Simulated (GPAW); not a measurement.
An input for GPAW 26.7.0 (Ge):

run.py

```python
from ase.dft.bandgap import bandgap
from ase.io import read, write
from ase.units import GPa
from gpaw import GPAW, PW, setup_paths

setup_paths.insert(0, '.')

atoms = read('POSCAR')

calc = GPAW(mode=PW(800),
            xc='PBE',
            kpts={'size': (7, 7, 7), 'gamma': True},
            occupations={'name': 'fermi-dirac', 'width': 0.01},
            setups='sg15',
            nbands=-7,
            convergence={'density': 1e-05, 'energy': 1e-05},
            maxiter=150,
            txt='gpaw.txt')
atoms.calc = calc
energy = atoms.get_potential_energy()
forces = atoms.get_forces()
stress = atoms.get_stress()
calc.write('gs.gpw')
write('result.traj', atoms)
print(f'Energy: {energy:.6f} eV')
print('Forces (eV/A):')
print(forces.round(4))
print('Stress (GPa):', (stress / GPa).round(3))
print('Fermi level:', round(calc.get_fermi_level(), 4), 'eV')
print(f'Gap: {bandgap(calc)[0]:.4f} eV, direct: {bandgap(calc, direct=True)[0]:.4f} eV')
```

File POSCAR:

```
Ge
1.0
    0.0000000000      2.8289100000      2.8289100000
    2.8289100000      0.0000000000      2.8289100000
    2.8289100000      2.8289100000      0.0000000000
Ge
2
Direct
    0.7500000000      0.7500000000      0.7500000000
    0.5000000000      0.5000000000      0.5000000000
```

Potentials or basis: SG15 ONCV 1.2, pw.

Run with:

```bash
$ OMP_NUM_THREADS=1 python run.py
```

**Question.** How does this run end?

**Answer.** The run stopped without a result. It printed:

gpaw.txt:

```text
__  _  _
 | _ |_)|_||  |
 |__||  | ||/\| - 26.7.0

Input parameters:
  mode=PW(ecut=800.0),
  convergence={'density': 1e-05, 'energy': 1e-05},
  kpts=MonkhorstPack(size=(7, 7, 7), gamma=True),
  maxiter=150,
  nbands=-7,
  occupations=Occupations(name='fermi-dirac', width=0.01),
  setups={'default': 'sg15'},
  xc=XC(name='PBE')
```

On the terminal:

```text
Traceback (most recent call last):
  File "run.py", line 20, in <module>
[... 25 lines left out ...]
  File "setup.py", line 256, in calculate_initial_occupation_numbers
ValueError: Bad basis for Ge
```
